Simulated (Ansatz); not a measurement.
Runs of Ansatz 0.2.0 on TiC. It takes space group Fm-3m (No. 225, cubic). The conventional cell has a = 4.331 Å, b = 4.331 Å, c = 4.331 Å, α = 90.00°, β = 90.00°, γ = 90.00°. Around Ti (site symmetry m-3m) lie 6 C at 2.17 Å. C (site symmetry m-3m) is surrounded by 6 Ti at 2.17 Å. The cell is a database's computed one.

```tsv
task	level	potentials or basis	U	cell	cutoff (eV)	points for each segment of the path	hubbard projectors	double counting	gap on the mesh (eV)	pressure (GPa)	V0 of scaled cells (Å³/atom)	relaxed volume (Å³/atom)	B0 (GPa)
relaxation of cell and atoms	rPW86-PBE	Ansatz PAW	-	relaxed	420	-	-	-	-	0.0	-	10.47	-
band structure	exchange-only PBE	Ansatz PAW	-	as given	420	14	-	-	none	23.7	-	-	-
relaxation of cell and atoms	PBEsol+D4	Ansatz PAW	-	relaxed	420	-	-	-	-	0.0	-	9.79	-
equation of state	PBEsol	PseudoDojo PBEsol stringent	-	as given	1143	-	-	-	-	-	(b)	-	268
relaxation of cell and atoms	LDA+U	Ansatz PAW	Ti d U = 6 eV	relaxed	420	-	ortho-atomic (the default)	fll (the default)	none	0.0	-	(a)	-
relaxation of cell and atoms	RPBE	Ansatz PAW	-	relaxed	420	-	-	-	-	0.0	-	10.36	-
band structure	r2SCAN	Ansatz PAW	-	as given	500	14	-	-	none	-0.7	-	-	-
equation of state	revPBE+D3(BJ)	Ansatz PAW	-	as given	420	-	-	-	-	-	(c)	-	270
```

Alike in all rows: no spin polarisation; k mesh 11 × 11 × 11; smearing fermi-dirac 0.05 eV.

Fill in the values left out.

(a) 10.09; (b) 9.90; (c) 9.74.

Caveats: the PAW data sets come from PBE, with cores solved anew for the run's functional, which leaves a small shift of forces and pressure (some runs); the plane-wave basis is chosen anew once the cell has moved, so the energies of steps on either side of that aren't comparable (some runs); so large a pressure means that the cell lies far from this level's equilibrium, or that cutoff or potentials fall short (some runs); U without spin polarisation on a metal has little footing (some runs); the U is typed as a test and isn't derived for this compound (some runs); the potentials were made for another functional, which shifts forces and pressure (some runs).

A gap of «none» marks a metal or a gap under the smearing width.

Runs at the PBE level aren't shown here.
